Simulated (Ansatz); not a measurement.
Input of an Ansatz 0.2.0 run:

The input input.yaml:

```yaml
crystal:
  lattice:
    - [0.0, 3.205, 3.205]
    - [3.205, 0.0, 3.205]
    - [3.205, 3.205, 0.0]
  atoms:
    - { symbol: Te, position: [0.75, 0.75, 0.75] }
    - { symbol: Cd, position: [0.0, 0.0, 0.0] }
hamiltonian:
  xc: lda
  pseudopotentials: { kind: paw_fr }
magnetization:
  noncollinear: true
  spin_orbit: true
kpoints:
  mp_grid: { grid: [5, 5, 5] }
  band_path:
    path:
      - [[0.0, 0.0, 0.0], [0.5, 0.0, 0.5], [0.5, 0.25, 0.75], [0.375, 0.375, 0.75], [0.0, 0.0, 0.0], [0.5, 0.5, 0.5], [0.625, 0.25, 0.625], [0.5, 0.25, 0.75], [0.5, 0.5, 0.5], [0.375, 0.375, 0.75]]
      - [[0.625, 0.25, 0.625], [0.5, 0.0, 0.5]]
    npoints: 14
scf:
  occupations: { method: fermi_dirac, width: 0.05 }
  n_extra_bands: 6
output:
  forces: true
  stress: true
  eigenvalues: true
  fatbands: false
```

Potentials or basis: Ansatz PAW.

The run is started by

```console
$ ansatz run input.yaml --threads 2 --pin off --max-ram 5632MiB --backend cpu --events-out ev --progress --plain --runs-dir out
```

Task: Predict the band gap on the k mesh.

Result: 0.33 eV, direct.

Task: Estimate the band gap along the path.

Result: 0.33 eV, direct.

Task: What does it give for the pressure?

Result: 0.1 GPa.

Levels at the corners of the path, in eV from the valence-band top:
| point | band 33 | band 34 | band 35 | band 36 | band 37 | band 38 | band 39 | band 40 |
| --- | --- | --- | --- | --- | --- | --- | --- | --- |
| Γ | 0.00 | 0.00 | 0.00 | 0.00 | 0.33 | 0.33 | 3.96 | 3.96 |
| X | -2.48 | -2.48 | -2.13 | -2.13 | 2.09 | 2.09 | 2.26 | 2.26 |
| W | -3.09 | -2.63 | -2.61 | -2.60 | 3.72 | 4.15 | 4.25 | 4.33 |
| K | -3.22 | -2.92 | -1.95 | -1.92 | 2.43 | 2.46 | 4.05 | 4.25 |
| Γ | 0.00 | 0.00 | 0.00 | 0.00 | 0.33 | 0.33 | 3.96 | 3.96 |
| L | -1.41 | -1.41 | -0.86 | -0.86 | 1.38 | 1.38 | 4.74 | 4.74 |
| U | -3.22 | -2.92 | -1.95 | -1.92 | 2.43 | 2.46 | 4.05 | 4.25 |
| W | -3.09 | -2.63 | -2.61 | -2.60 | 3.72 | 4.15 | 4.25 | 4.33 |
| L | -1.41 | -1.41 | -0.86 | -0.86 | 1.38 | 1.38 | 4.74 | 4.74 |
| K | -3.22 | -2.92 | -1.95 | -1.92 | 2.43 | 2.46 | 4.05 | 4.25 |
| U | -3.22 | -2.92 | -1.95 | -1.92 | 2.43 | 2.46 | 4.05 | 4.25 |
| X | -2.48 | -2.48 | -2.13 | -2.13 | 2.09 | 2.09 | 2.26 | 2.26 |

Caveat: the PAW data sets come from PBE, with cores solved anew for the run's functional, which leaves a small shift of forces and pressure.

**What was measured.**

From a printed reference work, data compilation, for a bulk crystal of CdTe at 0 K: band gap 1.607 eV.

Against the measured gap of CdTe, 1.607 eV (0 K; a printed reference work, data compilation), the calculated 0.33 eV is off by -1.28 eV. So large a miss can be the level of theory's own, or it may mean another phase, state or a wrong row. The value is that of LDA, without temperature or zero-point motion. Semilocal functionals fall short of measured gaps as a rule.
